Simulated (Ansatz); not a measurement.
**BN: ¹¹B NMR of the central transition**

Cell: a Materials Project structure (computed, not necessarily an observed phase), whose atoms a relaxation with PBE at fixed cell left in place.

```
CELL_PARAMETERS angstrom
0.00000 3.49532 2.16609
1.25163 0.00000 2.16609
1.25163 3.49532 0.00000
ATOMIC_POSITIONS crystal
B 0.00005 0.00005 0.99995
N 0.66665 0.66665 0.33335
```

Atom numbers follow the list; atoms alike are taken as one site, whose name carries the number of the first.

Method: Kohn–Sham DFT in Ansatz, PBE, plane waves and PAW, scalar-relativistic, 420 eV cutoff, Γ-centred 16×16×16 k-points, Fermi–Dirac smearing 0.01 eV.

¹¹B has I = 3/2 and Q = 40.59 mb (Pyykkö 2018); at 11.7 T its Larmor frequency is ν₀ = 159.9 MHz. Only the quadrupole interaction is simulated: positions count from each site's isotropic chemical shift, and J coupling is left out, as are shift anisotropy and dipolar coupling, which fast spinning averages.

(1) Give C_Q, η, the quadrupolar product P_Q = |C_Q|(1 + η²/3)^½, the second-order isotropic shift and the breadth of the pattern (fast magic-angle spinning) for each B site.

## Answers

(1) 

| site | first shell | C_Q (MHz) | η | P_Q (MHz) | δ_QIS (ppm) | breadth (kHz) |
| --- | --- | --- | --- | --- | --- | --- |
| B | 3 N at 1.44 Å | 2.75 | 0.00 | 2.75 | -7.39 | 2.53 |

δ_QIS = −(ν_Q²/30ν₀²)[I(I+1) − 3/4](1 + η²/3) × 10⁶ ppm with ν_Q = 3|C_Q|/[2I(2I−1)]; it falls as 1/B₀² in ppm, and the breadth as 1/B₀ in kHz.

At B V_zz stands upright on the plane through its three neighbours (within 1°).
